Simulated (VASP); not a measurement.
From VASP inputs to Ansatz: BeTe (rocksalt)

INCAR

```
PREC = Accurate
GGA = PE
LASPH = .TRUE.
MAGMOM = 0.0 0.0 0.0 0.0 0.0 0.0
EDIFF = 1E-7
SIGMA = 0.02
ISIF = 2
ENCUT = 520
GGA_COMPAT = .FALSE.
LCHARG = .FALSE.
IBRION = -1
NELM = 120
LREAL = .FALSE.
NSW = 0
NBANDS = 19
ISMEAR = -1
LWAVE = .FALSE.
LSORBIT = .TRUE.
```

KPOINTS

```
KPOINTS created by Atomic Simulation Environment
0
Gamma
8 8 8
0 0 0
```

KPOINTS_OPT

```
special points
7
Reciprocal
0.0000000000 0.0000000000 0.0000000000 1
0.5000000000 0.0000000000 0.5000000000 1
0.5000000000 0.2500000000 0.7500000000 1
0.3750000000 0.3750000000 0.7500000000 1
0.5000000000 0.5000000000 0.5000000000 1
0.6250000000 0.2500000000 0.6250000000 1
0.1500000000 0.1500000000 0.3000000000 1
```

POSCAR

```
Be Te
 1.0000000000000000
     0.0000000000000000    2.6832298834472250    2.6832298834472250
     2.6832298834472250    0.0000000000000000    2.6832298834472250
     2.6832298834472250    2.6832298834472250   -0.0000000000000000
 Be  Te
   1   1
Cartesian
 -0.0000000000000000  0.0000000000000000  0.0000000000000000
  2.6832298834472250  2.6832298834472250  2.6832298834472250
```

VASP ran with the recommended PBE PAW datasets (8 valence electrons in the cell).

Problem. Write an Ansatz input for this cell and level of theory.

Solution. 

```yaml
crystal:
  lattice:
    - [0.0, 2.6832298834, 2.6832298834]
    - [2.6832298834, 0.0, 2.6832298834]
    - [2.6832298834, 2.6832298834, 0.0]
  atoms:
    - { symbol: Be, position: [0.0, 0.0, 0.0] }
    - { symbol: Te, position: [0.5, 0.5, 0.5] }
kpoints:
  mp_grid: { grid: [8, 8, 8] }
  band_path:
    path:
      - [0.0, 0.0, 0.0]
      - [0.5, 0.0, 0.5]
      - [0.5, 0.25, 0.75]
      - [0.375, 0.375, 0.75]
      - [0.5, 0.5, 0.5]
      - [0.625, 0.25, 0.625]
      - [0.15, 0.15, 0.3]
    npoints: 1
hamiltonian:
  xc: pbe
scf:
  occupations: { method: fermi_dirac, width: 0.02 }
  n_extra_bands: 8
magnetization:
  noncollinear: true
  spin_orbit: true
output:
  forces: true
  stress: true
  eigenvalues: true
```

Other inputs would serve too.

```
                                                        VASP                             Ansatz
gap between bands v and c  -1.20 eV (bands overlap: a metal)  -1.19 eV (bands overlap: a metal)
         least direct gap                            1.89 eV                            1.89 eV
```

The two codes use different PAW datasets and cutoffs. VASP's cell holds 8 valence electrons and Ansatz's 18.
